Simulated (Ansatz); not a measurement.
# Honeycomb GaN monolayer in a perpendicular field

What dipole does a perpendicular field induce in the honeycomb GaN monolayer, and does the gap follow? A positive field points along +c.

Main program and level: Ansatz 0.2.0; plane-wave DFT, PBE-D3(BJ), Ansatz PAW (set soft_1); PAW set soft_1.

Report form: the programs' logs are mostly left out.

### Step 1. Starting point

The cell holds 2 atoms: 1 N and 1 Ga. Cell: a = 3.210 Å, b = 3.210 Å, c = 31.000 Å, α = 90.0°, β = 90.0°, γ = 120.0°. Vacuum lies along c.

### Step 2. Relaxation

The starting cell is a guess, so the in-plane lattice and the atoms are relaxed first, with the slab cut off from its images along the normal.

input.yaml

```yaml
crystal:
  lattice:
    - [3.21, 0.0, 0.0]
    - [-1.605, 2.7799415461, 0.0]
    - [0.0, 0.0, 31.0]
  atoms:
    - { symbol: "N", position: [0.6666666667, 0.3333333333, 0.5] }
    - { symbol: Ga, position: [0.3333333333, 0.6666666667, 0.5] }
  periodic: [true, true, false]
kpoints:
  mp_grid: { grid: [12, 12, 1] }
hamiltonian:
  xc: pbe
  dispersion: d3bj
  pseudopotentials: { kind: paw, azcp: { folder: soft_1 } }
scf:
  occupations: { method: fermi_dirac, width: 0.05 }
  convergence: { dr2_threshold: 1.0e-09 }
relax:
  f_tol: 0.004
  max_steps: 90
  cell: {}
output:
  write_potential: true
  write_density: true
  volumetric_format: npy
```

Started as:

```bash
$ ansatz run input.yaml --threads 2 --pin off --max-ram 3072MiB --backend cpu --events-out ev --progress --plain --runs-dir out
```

Run time: 12 s. Hardware: 2 threads of Intel Xeon Platinum 8488C (Sapphire Rapids), shared host; peak memory 0.54 GiB; 20 s of CPU time.

Relaxation path:

```csv
step,energy less that of the first step (eV),largest force component (eV/Å),volume (Å³)
1,0.0000,0.0000,276.63
2,-0.0001,0.0000,276.35
3,-0.0002,0.0000,276.05
4*,-0.0001,0.0000,276.05
```

Relaxation steps marked * repeat the geometry before them on a plane-wave basis chosen anew for their cell, so energy and pressure can jump there.

The run keeps the 12 symmetry operations that it works with, so distortions that break them were not tested.

```csv
cell as run,before,after,change
a (Å),3.210,3.207,-0.1 %
b (Å),3.210,3.207,-0.1 %
```

The relaxed structure:

```xyz
2
Lattice="3.2066 0.0000 0.0000 -1.6033 2.7770 0.0000 0.0000 0.0000 31.0000" Properties=species:S:1:pos:R:3
N     1.6033    0.9257   15.5000
Ga    0.0000    1.8513   15.5000
```

Numbers from this step:

```
gap on the k-mesh : 2.186 eV
```

The lattice constant a goes from 3.210 to 3.207 Å.

### Step 3. Atoms held, field 0

A sawtooth potential applies the field, turning back in the middle of the vacuum. With the dipole correction the typed value is the field outside the slab. The induced dipole is small, so the SCF threshold is tight.

The cell differs from the one that the last finished run ended in (c 31.000 → 18.000 Å).

input.yaml

```yaml
crystal:
  lattice:
    - [3.2066195607, 0.0, 0.0]
    - [-1.6033097803, 2.7770139998, 0.0]
    - [0.0, 0.0, 18.0]
  atoms:
    - { symbol: "N", position: [0.6666666667, 0.3333333333, 0.5] }
    - { symbol: Ga, position: [0.3333333333, 0.6666666667, 0.5] }
kpoints:
  mp_grid: { grid: [18, 18, 1] }
  band_path:
    path: [[0, 0, 0], [0.5, 0, 0], [0.33333333, 0.33333333, 0], [0, 0, 0]]
    npoints: 16
hamiltonian:
  xc: pbe
  dispersion: d3bj
  pseudopotentials: { kind: paw, azcp: { folder: soft_1 } }
scf:
  occupations: { method: fermi_dirac, width: 0.02585 }
  convergence: { dr2_threshold: 1.0e-10 }
efield:
  axis: 3
  dipole_correction: true
  ramp_position: 0.97
  ramp_width: 0.06
  amplitude: 0
output:
  dos: { projected: true, e_range: [-6, 5] }
  write_potential: true
  write_density: true
  volumetric_format: npy
  elf: true
```

Wall time 4.8 s (2 threads); peak memory 0.47 GiB.

Numbers from this step:

- dipole along the normal: 1.77e-7 e·Å
- gap along the path: 2.186 eV
- smallest direct gap along the path: 2.472 eV
- ionisation energy, upper face: 5.293 eV
- electron affinity, upper face: 3.107 eV
- gap, the smaller of path and mesh: 2.186 eV

Running mean over a fixed 2.7 Å (it still follows the layers) of the planar mean; the ramp of the sawtooth is left out. The electron's electrostatic potential energy less the Fermi level by z:

```csv
z (Å),electron's electrostatic potential energy less the Fermi level (eV)
3.0,4.18
3.5,4.18
4.0,4.18
4.5,4.18
5.0,4.18
5.5,4.17
6.0,4.12
6.5,3.94
7.0,3.18
7.5,1.67
8.0,0.0295
8.5,-1.18
9.0,-1.48
9.5,-1.18
10.0,0.0295
10.5,1.67
11.0,3.18
11.5,3.94
12.0,4.12
12.5,4.17
13.0,4.18
13.5,4.18
14.0,4.18
14.5,4.18
15.0,4.18
```

The density of states has structure finer than the step of the table below, so its rows give means over 0.25 eV, whole bins alone (the curve runs from -6 to 3.07 eV). Peaks (eV: height): -3.380: 1.58, -3.080: 2.07, -2.500: 2.12, -1.450: 3.13.

Table of density of states by energy, zero at the Fermi level of the run, which the smearing sets inside the gap; means over each step:

```csv
energy (eV),density of states (states/eV a cell)
-5.75,0.403
-5.50,0.343
-5.25,0.510
-5.00,0.558
-4.75,0.594
-4.50,0.612
-4.25,0.643
-4.00,0.692
-3.75,0.899
-3.50,1.48
-3.25,1.35
-3.00,1.83
-2.75,1.10
-2.50,1.31
-2.25,1.25
-2.00,1.28
-1.75,1.46
-1.50,2.00
-1.25,1.14
-1.00,0.0325
-0.75,0
-0.50,0
-0.25,0
0.00,0
0.25,0
0.50,0
0.75,0
1.00,0.00414
1.25,0.100
1.50,0.133
1.75,0.167
2.00,0.198
2.25,0.236
2.50,0.272
2.75,0.310
```

The projected DOS per atom has structure finer than the step of the table below, so its rows give means over 0.25 eV, whole bins alone (the curve runs from -5.96 to 3.04 eV). Peaks (eV: height): -3.080: 0.935, -2.450: 0.955, -1.460: 1.29.

Layers: GaN from below. Table of projected DOS per atom by energy from the Fermi level; means over each step:

energy from the Fermi level (eV), projected DOS per atom (states/eV) and a bar:
```
    -5.75       0.20 ######
    -5.50       0.18 #####
    -5.25       0.25 ########
    -5.00       0.28 ########
    -4.75       0.30 #########
    -4.50       0.30 #########
    -4.25       0.32 ##########
    -4.00       0.34 ##########
    -3.75       0.45 ##############
    -3.50       0.72 ######################
    -3.25       0.70 #####################
    -3.00       0.89 ###########################
    -2.75       0.54 ################
    -2.50       0.63 ###################
    -2.25       0.64 ###################
    -2.00       0.64 ###################
    -1.75       0.73 ######################
    -1.50       0.99 ##############################
    -1.25       0.53 ################
    -1.00       0.05 #
    -0.75       0.00 
    -0.50       0.00 
    -0.25       0.00 
     0.00       0.00 
     0.25       0.00 
     0.50       0.00 
     0.75       0.00 
     1.00       0.00 
     1.25       0.04 #
     1.50       0.06 ##
     1.75       0.07 ##
     2.00       0.09 ###
     2.25       0.10 ###
     2.50       0.12 ###
     2.75       0.13 ####
```

The electronic bands at the labelled points (eV, zero at the Fermi level of the run, which the smearing sets inside the gap):

```csv
point,band 7,band 8,band 9,band 10,band 11,band 12,band 13
Γ,-3.69,-1.40,-1.40,1.08,3.67,3.95,4.71
halfway,-4.62,-2.78,-2.37,3.08,4.24,5.24,5.92
M,-7.19,-3.19,-1.45,3.67,4.16,7.16,8.14
halfway,-6.98,-4.27,-1.30,3.82,5.34,7.43,8.13
K,-6.66,-5.37,-1.11,3.97,6.31,7.78,8.26
halfway,-5.00,-3.03,-2.51,3.66,4.30,5.70,6.19
Γ,-3.69,-1.40,-1.40,1.08,3.67,3.95,4.71
```

Electrostatic potential energy in the ca plane at fractional y = 0.333, with atoms of N within 0.2 Å of it. With pseudopotentials it is smooth inside the atoms' cores, unlike the true potential.

Ten even steps from '0' (-11 eV) to '9' (2 eV), each cell a mean:
```
99999999999999999999732589999999999999999999
99999999999999999999500189999999999999999999
99999999999999999999300089999999999999999999
99999999999999999999500189999999999999999999
99999999999999999999732589999999999999999999
99999999999999999998521478999999999999999999
99999999999999999987400268999999999999999999
99999999999999999998621478999999999999999999
```
Columns run along c (18.0 Å; values clipped at the 3rd and 97th percentile), rows up along a (3.2 Å). Atoms in or near the plane, at fractional coordinates: N at (0.50, 0.67).

Valence density in the ca plane at fractional y = 0.333, with atoms of N within 0.2 Å of it. It is the smooth field of the valence electrons, not physical close to the nuclei.

Values in e/Å³, 5 rows by 16 columns, each cell a mean:
```
0.0 0.0 0.0 0.0 0.0 0.0 0.0 0.7 0.9 0.0 0.0 0.0 0.0 0.0 0.0 0.0
0.0 0.0 0.0 0.0 0.0 0.0 0.0 1.5 2.1 0.1 0.0 0.0 0.0 0.0 0.0 0.0
0.0 0.0 0.0 0.0 0.0 0.0 0.0 0.7 1.0 0.1 0.0 0.0 0.0 0.0 0.0 0.0
0.0 0.0 0.0 0.0 0.0 0.0 0.0 0.2 0.3 0.0 0.0 0.0 0.0 0.0 0.0 0.0
0.0 0.0 0.0 0.0 0.0 0.0 0.0 0.2 0.3 0.0 0.0 0.0 0.0 0.0 0.0 0.0
```
Columns run along c (18.0 Å), rows up along a (3.2 Å). Atoms in or near the plane, at fractional coordinates: N at (0.50, 0.67).

ELF in the ca plane at fractional y = 0.333, with atoms of N within 0.2 Å of it. It is the smooth field of the valence electrons, not physical close to the nuclei.

Ten even steps from '0' (0.00) to '9' (0.82), each cell a mean:
```
00000000000000000135788864200000000000000000
00000000000000000247986986310000000000000000
00000000000000001258962996410000000000000000
00000000000000000247987986310000000000000000
00000000000000000125788763100000000000000000
00000000000000000012333321000000000000000000
00000000000000000001222221000000000000000000
00000000000000000012333332000000000000000000
```
Columns run along c (18.0 Å), rows up along a (3.2 Å). Atoms in or near the plane, at fractional coordinates: N at (0.50, 0.67).

The gap is 2.19 eV, with the valence edge 5.29 eV and the conduction edge 3.11 eV under the upper vacuum level.

### Step 4. Single point, field 0.1 V/Å

Edit input.yaml of step 3 so:

```diff
@@ -23,7 +23,6 @@
   dipole_correction: true
-  ramp_position: 0.97
-  ramp_width: 0.06
-  amplitude: 0
+  ramp_position: 0.9167
+  ramp_width: 0.1667
+  amplitude: 0.1
 output:
-  dos: { projected: true, e_range: [-6, 5] }
   write_potential: true
@@ -31,2 +30 @@
   volumetric_format: npy
-  elf: true
```

The job ended after 5 s (2 threads; peak memory 0.43 GiB).

The dipole is 0.0127 e·Å, and the gap 2.185 eV.

### Step 5. Atoms held, field -0.1 V/Å

Edit input.yaml of step 4 so:

```diff
@@ -25,3 +25,3 @@
   ramp_width: 0.1667
-  amplitude: 0.1
+  amplitude: -0.1
 output:
```

The job ended after 4.8 s (2 threads; peak memory 0.43 GiB).

The dipole is -0.0127 e·Å, and the gap 2.185 eV.

### Step 6. Response, atoms held

This step: plane-wave DFT, PBE-D3(BJ), Ansatz PAW (set soft_1); response to a field along the normal, atoms held; PAW set soft_1 (Ansatz 0.2.0).

The dipoles give the slope, and the difference of two potentials shows where the field is screened.

Numbers from this step:

| Quantity | Value |
| --- | --- |
| equivalent conductor thickness p/(ε₀AE) | 2.580 Å |
| distance between the outer atoms | 0 Å |

Dipole of the cell against applied field:

```csv
applied field (V/Å),dipole of the cell (e·Å)
-0.1000,-0.0127
0.0000,1.8e-7
0.1000,0.0127
```

Local field over the applied field, running mean. From the potentials at -0.1 and 0.1 V/Å; running mean over 2.5 Å. The local field over applied field by z:

```csv
z (Å),local field over applied field
4.03,0.999
4.32,0.999
4.75,0.997
5.04,0.994
5.47,0.984
5.76,0.972
6.05,0.950
6.48,0.891
6.77,0.826
7.06,0.739
7.49,0.585
7.78,0.485
8.21,0.341
8.50,0.259
8.78,0.207
9.22,0.207
9.50,0.259
9.79,0.341
10.22,0.485
10.51,0.585
10.94,0.739
11.23,0.826
11.52,0.891
11.95,0.950
12.24,0.972
12.53,0.984
12.96,0.994
13.25,0.997
13.68,0.999
13.97,0.999
```

Electrons, planar mean, per unit field. The induced electron density by z:

```csv
z (Å),induced electron density (e/Å³ per V/Å)
4.5,7.3e-6
5.0,2.4e-5
5.5,7.6e-5
6.0,2.2e-4
6.5,5.9e-4
7.0,0.00144
7.5,0.00293
8.0,0.00389
8.5,0.00117
9.0,0
9.5,-0.00117
10.0,-0.00389
10.5,-0.00293
11.0,-0.00144
11.5,-5.9e-4
12.0,-2.2e-4
12.5,-7.6e-5
13.0,-2.4e-5
13.5,-7.3e-6
```

The smaller of the gaps on the path and on the k-mesh, counted as 0 under 0.03 eV. The gap stays at 2.19 eV for applied field from -0.1 to 0.1 V/Å.

By hand: between -0.1 and 0.1 V/Å the dipole changes by 0.02539 e·Å, a slope of 0.1270 e·Å²/V. A perfect conductor of thickness t has p = ε₀AEt, so t = 180.95 × 0.1270 / 8.905 = 2.58 Å (e/ε₀ = 180.95 V·Å, A in Å²).

The induced dipole is that of a conductor 2.58 Å thick.

### Step 7. Outcome

| Quantity | Value |
| --- | --- |
| gap without field | 2.19 eV |
| ionisation energy, upper face | 5.29 eV |
| electron affinity, upper face | 3.11 eV |
| equivalent conductor thickness, atoms held | 2.58 Å |

In words: The induced dipole equals that of a perfect conductor 2.58 Å thick, for a flat layer of atoms; an out-of-plane ε follows only once a thickness t is chosen, by 1 − 1/ε = 2.58 Å / t. The gap stays within 0.01 eV of 2.19 eV over the fields run, up to 0.1 V/Å in size. Semilocal functionals give gaps that are too small, and excitons are not included. Spin-orbit coupling is left out.

[Logs are printed without paths, hosts, clocks, repeated set-up lines and the standing remarks that a program may print on its own settings, such as how far it seeks lower states.]

[Hosts, paths, dates, database ids (printed as entryN), source tags and the programs' standing remarks are cut or masked in the printed files.]

[Maps of the electrostatic potential energy from Ansatz leave out the sawtooth potential of an applied field or a dipole correction, so their vacuum need not be flat; planar profiles and work functions include it.]

[The density of states shown here was stored with 400 of the rows of the run's finer table, so its peaks can read low, often by over a quarter, or be missed, and its means over a window can be off by a tenth or more.]
